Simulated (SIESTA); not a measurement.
**AlN under changes of volume**

One of the cells (9.946 Å³/atom); the others are scaled copies at fixed shape and fractional positions:

```
Al N
1.0
     3.31212    0.00000    0.00000
    -1.65606    2.86838    0.00000
     0.00000    0.00000    4.18756
Al N
2 2
Direct
  0.66667 0.33333 0.25000
  0.33333 0.66667 0.75000
  0.66667 0.33333 0.75000
  0.33333 0.66667 0.25000
```

Measurements of this composition are mostly on another form, of space group No. 186.

- Program: SIESTA 5.4.2
- Functional: PBEsol
- Potentials or basis: PseudoDojo 0.4 standard (PBEsol files)
- Basis: DZP (energy shift 0.003 Ry)
- Grid cutoff: 800 Ry
- Energy shift: 0.003 Ry
- k mesh: 9 × 9 × 7
- Occupations: fermi-dirac, width 0.05 eV
- Spin: no spin polarisation

| volume (Å³/atom) | energy over the lowest point (meV/atom) | pressure (GPa) | gap on the mesh (eV) |
| --- | --- | --- | --- |
| 9.349 | ? | ? | ? |
| 9.548 | 8.43 | 8.0 | 3.79 |
| 9.747 | 1.44 | 3.3 | 3.63 |
| 9.946 | 0.00 | -0.9 | 3.47 |
| 10.145 | 3.63 | -4.8 | 3.31 |
| 10.344 | 11.87 | -8.3 | 3.16 |
| 10.543 | 24.26 | -11.5 | 3.00 |

What does the run at 9.349 Å³/atom give?

Energy over the lowest point 21.47 meV/atom; pressure 13.1 GPa; gap on the mesh 3.88 eV.

Worked out: A Birch-Murnaghan fit of order 3 (a polynomial in V^(-2/3)) to the other rows has its minimum at 9.90 Å³/atom with B0 = V·E''(V) = 207 GPa and B' = 3.8 at fixed shape and positions, which overstates the stiffness. It gives 21.57 meV/atom at 9.349 Å³/atom, against the run's 21.47, and -dE/dV = 13.2 GPa, against 13.1. A straight line through the other rows of the gap, of slope -7.96 eV per unit of ln V, extrapolates to 3.96 eV, against the run's 3.88.

Energies are extrapolated to zero smearing.

Caveats: an odd mesh through Γ misses points on the zone boundary, where band edges often lie; the basis of atomic orbitals isn't converged, which shifts pressures, moduli and gaps.
